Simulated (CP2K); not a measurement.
Runs of CP2K 2026.2 on Mo. It takes space group Im-3m (No. 229, cubic). The conventional cell has a = 3.168 Å, b = 3.168 Å, c = 3.168 Å, α = 90.00°, β = 90.00°, γ = 90.00°. Mo (site symmetry m-3m) is surrounded by 8 Mo at 2.74 Å. 

| task | level | potentials or basis | cell | smearing | NGRIDS | basis sets | potentials | CUTOFF of the grids | points a segment of the path (NPOINTS) | gap on the mesh (eV) | pressure (GPa) |
| --- | --- | --- | --- | --- | --- | --- | --- | --- | --- | --- | --- |
| band structure | LDA | GTH_POTENTIALS Mo GTH-PADE-q14; TZVP-MOLOPT-PBE-GTH basis | as given | fermi-dirac 0.05 eV | 5 | Mo TZVP-MOLOPT-PBE-GTH-q14 | Mo GTH-PADE-q14 of GTH_POTENTIALS | 450 Ry | 6 | none | -12.6 |
| band structure | r2SCAN | POTENTIAL_UZH Mo GTH-SCAN-q14; TZVP-MOLOPT-SCAN-GTH basis | as given | fermi-dirac 0.0259 eV | 4 | Mo TZVP-MOLOPT-SCAN-GTH-q14 | Mo GTH-SCAN-q14 of POTENTIAL_UZH | 675 Ry | 8 | none | (a) |
| band structure | PBEsol | POTENTIAL_UZH Mo GTH-PBE-q14; TZVP-MOLOPT-PBE-GTH basis | as given | fermi-dirac 0.05 eV | 4 | Mo TZVP-MOLOPT-PBE-GTH-q14 | Mo GTH-PBE-q14 of POTENTIAL_UZH | 450 Ry | 6 | none | -7.0 |
| single point | PBEsol | POTENTIAL_UZH Mo GTH-PBE-q14; TZVP-MOLOPT-PBE-GTH basis | cell strained at random at fixed volume | fermi-dirac 0.05 eV | 4 | Mo TZVP-MOLOPT-PBE-GTH-q14 | Mo GTH-PBE-q14 of POTENTIAL_UZH | 450 Ry | - | none | -6.7 |
| single point | PBEsol | POTENTIAL_UZH Mo GTH-PBE-q14; TZVP-MOLOPT-PBE-GTH basis | as given | fermi-dirac 0.05 eV | 4 | Mo TZVP-MOLOPT-PBE-GTH-q14 | Mo GTH-PBE-q14 of POTENTIAL_UZH | 450 Ry | - | none | -7.0 |

Alike in all rows: no spin polarisation; k mesh 12 × 12 × 12.

Estimate the missing entries.

(a) -2.2.

Caveats: the basis of atomic orbitals isn't converged, which shifts pressures, moduli and gaps; the potentials were made for another functional, which shifts forces and pressure (some runs).

A k mesh can miss the band edges, and the runs leave out spin-orbit coupling on Mo.

A gap of «none» marks a metal or a gap under the smearing width.
